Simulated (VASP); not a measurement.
# KBr (Fm-3m) in VASP: single point with PBE

Aim: the single point of KBr with PBE.

Everything below comes from runs of VASP 6.6.1. Logs are shortened: lines on timing, memory, paths and dates and some standing lists are left out, and cuts for length are marked.

**1. The structure**

It takes space group Fm-3m (No. 225, cubic). Conventional cell: a = 6.600 Å, b = 6.600 Å, c = 6.600 Å, α = 90.00°, β = 90.00°, γ = 90.00°. Around K (site symmetry m-3m) lie 6 Br at 3.30 Å. Br (site symmetry m-3m) has 6 K at 3.30 Å as nearest neighbours.

**2. Single point, PBE**

The input, INCAR:

```
ALGO = Normal
EDIFF = 1E-6
ENCUT = 520
GGA = PE
ISIF = 2
ISMEAR = -1
LASPH = T
LCHARG = F
LREAL = F
LWAVE = F
NBANDS = 15
NELM = 80
PREC = Accurate
SIGMA = 0.02
```

The input, KPOINTS:

```
k-points
0
Gamma
  7 7 7
```

The input, POSCAR:

```
KBr
1.0
    0.0000000000      3.3000000000      3.3000000000
    3.3000000000      0.0000000000      3.3000000000
    3.3000000000      3.3000000000      0.0000000000
K Br
1 1
Direct
    0.0000000000      0.0000000000      0.0000000000
    0.5000000000      0.5000000000      0.5000000000
```

Potentials or basis: VASP PAW PBE potentials, release 64 (K_sv, Br).

On the command line:

```console
$ cat potpaw_PBE.64/K_sv/POTCAR potpaw_PBE.64/Br/POTCAR > POTCAR
$ mpirun -np 1 vasp_std > vasp.out
```

OUTCAR:

```text
EDIFF = 1E-6
   ENCUT = 520
   GGA = PE
   ISIF = 2
   ISMEAR = -1
   LASPH = T
   LREAL = F
   NELM = 80
   PREC = Accurate

 ion  position               nearest neighbor table
   1  0.000  0.000  0.000-   2 3.30   2 3.30   2 3.30   2 3.30   2 3.30   2 3.30
   2  0.500  0.500  0.500-   1 3.30   1 3.30   1 3.30   1 3.30   1 3.30   1 3.30

  LATTYP: Found a face centered cubic cell.
 ALAT       =     6.6000000000

  Lattice vectors:

 A1 = (   0.0000000000,   3.3000000000,   3.3000000000)
 A2 = (   3.3000000000,   0.0000000000,   3.3000000000)
 A3 = (   3.3000000000,   3.3000000000,   0.0000000000)

Analysis of symmetry for initial positions (statically):
=====================================================================
 Subroutine PRICEL returns:
 Original cell was already a primitive cell.

 Routine SETGRP: Setting up the symmetry group for a
 face centered cubic supercell.

 Subroutine GETGRP returns: Found 48 space group operations
 (whereof 48 operations were pure point group operations)
 out of a pool of 48 trial point group operations.

The static configuration has the point symmetry O_h .

Analysis of symmetry for dynamics (positions and initial velocities):
=====================================================================
 Subroutine PRICEL returns:
 Original cell was already a primitive cell.

 Routine SETGRP: Setting up the symmetry group for a
 face centered cubic supercell.

 Subroutine GETGRP returns: Found 48 space group operations
 (whereof 48 operations were pure point group operations)
 out of a pool of 48 trial point group operations.

The dynamic configuration has the point symmetry O_h .

 Subroutine INISYM returns: Found 48 space group operations
 (whereof 48 operations are pure point group operations),
 and found     1 'primitive' translations

----------------------------------------------------------------------------------------

                                     Primitive cell

  volume of cell :      71.8740

  direct lattice vectors                    reciprocal lattice vectors
     0.000000000  3.300000000  3.300000000    -0.151515152  0.151515152  0.151515152
     3.300000000  0.000000000  3.300000000     0.151515152 -0.151515152  0.151515152
     3.300000000  3.300000000  0.000000000     0.151515152  0.151515152 -0.151515152

  length of vectors
[... 85 lines left out ...]
   POTIM  = 0.5000    time-step for ionic-motion
   TEBEG  =    0.0;   TEEND  =   0.0 temperature during run
   PSTRESS=    0.0 pullay stress
   NELECT =      16.0000    total number of electrons
   NUPDOWN=      -1.0000    fix difference up-down
   EMIN   =  10.00;   EMAX   =-10.00  energy-range for DOS
   EFERMI =   0.00;   METHOD = LEGACY
   ISMEAR =    -1;   SIGMA  =   0.02  broadening in eV -4-tet -1-fermi 0-gaus
   EFERMI_NEDOS =   21; number of points for ismear=-14 and -15
   IALGO  =     38    algorithm
   IMIX   =      4    mixing-type and parameters
     AMIX     =   0.40;   BMIX     =  1.00
     AMIX_MAG =   1.60;   BMIX_MAG =  1.00
  volume/ion in A,a.u.               =      35.94       242.51
  Fermi-wavevector in a.u.,A,eV,Ry     =   0.992181  1.874950 13.393889  0.984423
  Thomas-Fermi vector in A             =   2.123975
   LORBIT       =      0    0 simple, 1 ext, 2 COOP (PROOUT), +10 PAW based schemes
   GGA     = PE    functional components
   LHFCALC =     F    Hartree Fock is set to
   AEXX    =    0.0000 exact exchange contribution
   IVDW    =     0    specifies the selected vdW correction
   LEPSILON=     F    determine dielectric tensor
   LRPA    =     F    only Hartree local field effects (RPA)
 non-spin polarized calculation
  energy-cutoff  :      520.00
  volume of cell :       71.87
 maximum number of plane-waves:      1948
   NGX = 17   NGY = 17   NGZ = 17

 number of electron      15.9999997 magnetization

 Free energy of the ion-electron system (eV)
  ---------------------------------------------------
  ext. energy  EPLUGINS =         0.00000000
  ---------------------------------------------------
  free energy    TOTEN  =        -6.21508458 eV

  energy without entropy =       -6.21508458  energy(sigma->0) =       -6.21508458

 E-fermi :  -1.2477     XC(G=0):  -7.3706

 val. band max:       -1.7406308995   @ k =   0.0000   0.0000   0.0000
 cond. band min:       2.6932906657   @ k =   0.0000   0.0000   0.0000
 fundamental gap:      4.4339215652
 Fermi energy:        -1.2476824243

 k-point     1 :       0.0000    0.0000    0.0000
  band No.  band energies     occupation
      1     -29.5217      2.00000
      2     -14.0328      2.00000
      3     -12.9990      2.00000
      4     -12.9990      2.00000
      5     -12.9990      2.00000
      6      -1.7406      2.00000
      7      -1.7406      2.00000
      8      -1.7406      2.00000
      9       2.6933      0.00000
     10       5.8635      0.00000
     11       5.8635      0.00000
     12       5.8635      0.00000
     13       6.6868      0.00000
     14       6.6868      0.00000
[... 329 lines left out ...]
      2     -14.0469      2.00000
      3     -13.0657      2.00000
      4     -13.0420      2.00000
      5     -12.8976      2.00000
      6      -2.4147      2.00000
      7      -2.3662      2.00000
      8      -2.1588      2.00000
      9       5.3125      0.00000
     10       6.0447      0.00000
     11       6.5910      0.00000
     12       7.3080      0.00000
     13       8.7308      0.00000
     14       8.7450      0.00000
     15       9.5373      0.00000

------------------------ aborting loop because EDIFF is reached ----------------------------------------

  FORCE on cell =-STRESS in cart. coord.  units (eV):
  Direction    XX          YY          ZZ          XY          YZ          ZX
  --------------------------------------------------------------------------------------
  -------------------------------------------------------------------------------------
  Total        0.3387942      0.3387942      0.3387942      0.0000000      0.0000000     -0.0000000
  in kB        7.5522208      7.5522208      7.5522208      0.0000000      0.0000000     -0.0000000
  external PRESSURE =       7.5522208 kB  Pullay stress =       0.0000000 kB

 VOLUME and BASIS-vectors are now :
 -----------------------------------------------------------------------------
  energy-cutoff  :      520.00
  volume of cell :       71.87
      direct lattice vectors                 reciprocal lattice vectors
     0.000000000  3.300000000  3.300000000    -0.151515152  0.151515152  0.151515152
     3.300000000  0.000000000  3.300000000     0.151515152 -0.151515152  0.151515152
     3.300000000  3.300000000  0.000000000     0.151515152  0.151515152 -0.151515152

 POSITION                                       TOTAL-FORCE (eV/Angst)
 -----------------------------------------------------------------------------------
      0.00000      0.00000      0.00000         0.000000      0.000000     -0.000000
      3.30000      3.30000      3.30000        -0.000000     -0.000000      0.000000
 -----------------------------------------------------------------------------------
    total drift:                                0.000000      0.000000      0.000000

  FREE ENERGIE OF THE ION-ELECTRON SYSTEM (eV)
  ---------------------------------------------------
  free  energy   TOTEN  =        -6.2150845786 eV

  energy  without entropy=       -6.2150845786  energy(sigma->0) =       -6.21508458
```

stdout:

```text
POSCAR found type information on POSCAR K Br
 POSCAR found :  2 types and       2 ions
 scaLAPACK will be used
 LDA part: xc-table for (Slater+PW92), standard interpolation
 POSCAR, INCAR and KPOINTS ok, starting setup
 FFT: planning ... GRIDC
 FFT: planning ... GRID_SOFT
 FFT: planning ... GRID
 WAVECAR not read
 entering main loop
```

Run time: 14 s. Hardware: 1 thread of Intel Xeon 6975P-C (Granite Rapids), shared host; peak memory 0.21 GiB.

Results:

```yaml
Free_energy: -6.2151 eV
Pressure: 0.8 GPa
Band_gap_on_the_k_mesh: 4.43 eV, direct
```

Caveat: an odd mesh through Γ misses points on the zone boundary, where band edges often lie.
